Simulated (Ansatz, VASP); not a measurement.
**Two plane-wave programs on Mg**

INCAR

```
SYSTEM = Mg
  ALGO = Normal
  EDIFF = 1E-8
  ENCUT = 520
  ISIF = 2
  ISMEAR = -1
  LASPH = .TRUE.
  LCHARG = .FALSE.
  LEFG = .TRUE.
  LREAL = .FALSE.
  LWAVE = .FALSE.
  NBANDS = 9
  NELM = 60
  PREC = Accurate
  SIGMA = 0.05
```

KPOINTS

```
k-points
0
G
  12 12 7
  0 0 0
```

File POSCAR:

```
Mg
1.0
    3.2092715325      0.0000000000      0.0000000000
   -1.6046357662      2.7793106748      0.0000000000
    0.0000000000      0.0000000000      5.1061234000
Mg
2
Direct
    0.3333333333      0.6666666667      0.2500000000
    0.6666666667      0.3333333333      0.7500000000
```

Input for Ansatz:

```yaml
crystal:
  lattice:
    - [3.2092715325, 0.0, 0.0]
    - [-1.6046357662, 2.7793106748, 0.0]
    - [0.0, 0.0, 5.1061234]
  atoms:
    - { symbol: Mg, position: [0.3333333333, 0.6666666667, 0.25] }
    - { symbol: Mg, position: [0.6666666667, 0.3333333333, 0.75] }
kpoints:
  mp_grid: { grid: [12, 12, 7] }
scf:
  occupations: { method: fermi_dirac, width: 0.05 }
hamiltonian:
  xc: lda
  pseudopotentials: { kind: paw }
output:
  forces: true
  stress: true
  eigenvalues: true
  efg: { contact_densities: true }
```

Change from the starting cell: zz strain of -2 %, PAW files.

Alike in both runs: task electric field gradients; functional LDA; k mesh 12 × 12 × 7; occupations fermi-dirac, width 0.05 eV; no spin polarisation.

```csv
,VASP,Ansatz
version,VASP 6.6.1,Ansatz 0.2.0
potentials or method,"VASP PAW LDA potentials, release 64 (Mg)","PAW with Ansatz's default frozen-core files, scalar-relativistic"
plane-wave cutoff (eV),520,420
valence electrons in the cell,4,20
```

```tsv
	VASP	Ansatz	Ansatz less VASP
pressure (GPa)	-2.2	-1.9	+0.32
largest component of the traceless stress (GPa)	0.10	0.10	-0.002
Vzz of the field gradient on the site that differs most (V/Å²)	0.3	0.6	+0.30
```

The two sets of potentials don't hold the same shells in valence.
